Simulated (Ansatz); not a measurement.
# TiCo2: a tetragonal deformation path

The task here is to estimate one member of a computed series from the others.

Program: Ansatz 0.2.0. Level of theory: DFT PBEsol, scalar-relativistic, plane waves, PAW. These are calculated values, not measurements.

## The structure to begin with

Symmetry: Fd-3m, No. 227, cubic system. The conventional cell has a = 6.553 Å, b = 6.553 Å, c = 6.553 Å, α = 90.00°, β = 90.00°, γ = 90.00°. Ti (site symmetry -43m) has 12 Co at 2.72 Å and 4 Ti at 2.84 Å as nearest neighbours. Co (site symmetry -3m) has 6 Co at 2.32 Å as nearest neighbours.

As a file:

```
CELL_PARAMETERS angstrom
0.00000 3.27632 3.27632
3.27632 0.00000 3.27632
3.27632 3.27632 0.00000
ATOMIC_POSITIONS crystal
Ti 0.50000 0.50000 0.50000
Ti 0.75000 0.75000 0.75000
Co 0.12500 0.12500 0.12500
Co 0.62500 0.12500 0.12500
Co 0.12500 0.12500 0.62500
Co 0.12500 0.62500 0.12500
```

It is the result of an earlier relaxation at this level (volume 11.72 Å³/atom; gap on the mesh: none (metal)).

Set-up of the first run:

input.yaml

```yaml
crystal:
  lattice:
    - [0.0, 3.2763183082, 3.2763183082]
    - [3.2763183082, 0.0, 3.2763183082]
    - [3.2763183082, 3.2763183082, 0.0]
  atoms:
    - { symbol: Ti, position: [0.5, 0.5, 0.5] }
    - { symbol: Ti, position: [0.75, 0.75, 0.75] }
    - { symbol: Co, position: [0.125, 0.125, 0.125] }
    - { symbol: Co, position: [0.625, 0.125, 0.125] }
    - { symbol: Co, position: [0.125, 0.125, 0.625] }
    - { symbol: Co, position: [0.125, 0.625, 0.125] }
basis:
  ecutwfc: 420
kpoints:
  mp_grid: { grid: [14, 14, 14] }
hamiltonian:
  xc: pbesol
scf:
  occupations: { method: gaussian, width: 0.15 }
output:
  forces: true
  stress: true
  eigenvalues: true
```

Run with:

```sh
$ ansatz run input.yaml --threads 1 --pin off --max-ram 2560MiB --backend cpu --events-out ev --progress --plain --runs-dir out
```

Among the steps run: Zero of the scan; ρ = 0.707; At ρ = 1.414; At ρ = 0.850; Point ρ = 1.200.

One of the session's tables, all rows but one given; the rest of the session is left out.

| ρ | ΔE (meV/atom) | pressure (GPa) |
| --- | --- | --- |
| 0.707 | 380.3 | 9.5 |
| 0.850 | 106.4 | 2.7 |
| 1.000 | 0.0 | 0.1 |
| 1.200 | ? | ? |
| 1.414 | 481.4 | 14.8 |

Estimate the missing values for ρ = 1.200.

Worked estimate for «ΔE (meV/atom)». A straight line through the neighbours (1.000, 0.0) and (1.414, 481.4) gives 0.0 + (481.4 − 0.0) × (1.200 − 1.000) / (1.414 − 1.000) = 232.6; a parabola fitted to 3 rows on both sides gives 90.5.

The run gave: ΔE (meV/atom): 151.3; pressure (GPa): 4.3. In «ΔE (meV/atom)» the line misses by +81.3 and the parabola by -60.8.

To keep in mind: Spin polarisation is off in the runs that give these values; a magnetic solution could lie lower. Warnings in the runs' records: seeded moment not kept.
